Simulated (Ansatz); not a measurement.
Magnetic states of nickel, diamond

Level of theory: DFT, revPBE, plane waves (420 eV) with PAW, scalar-relativistic in Ansatz. The PAW files were generated under PBE, with cores re-solved for the functional.

Each start was relaxed and then solved on a dense mesh, with Fermi-Dirac smearing of 0.05 eV (0.1 eV in a metal without spin) extrapolated to zero. Rows within 2 meV/atom of each other tie.

Q: Where does each start end, and how do the energies compare? Starts: non-magnetic; antiferromagnetic; ferromagnetic.

A: 
```json
{"start": "antiferromagnetic", "ends": "ferromagnetic, net 0.80 μB per atom", "ΔE (meV/atom)": "0.0", "V (Å³/atom)": "17.03"}
{"start": "ferromagnetic", "ends": "ferromagnetic, net 0.80 μB per atom", "ΔE (meV/atom)": "0.0", "V (Å³/atom)": "17.03"}
{"start": "non-magnetic", "ends": "spin not included", "ΔE (meV/atom)": "95.4", "V (Å³/atom)": "17.00"}
```
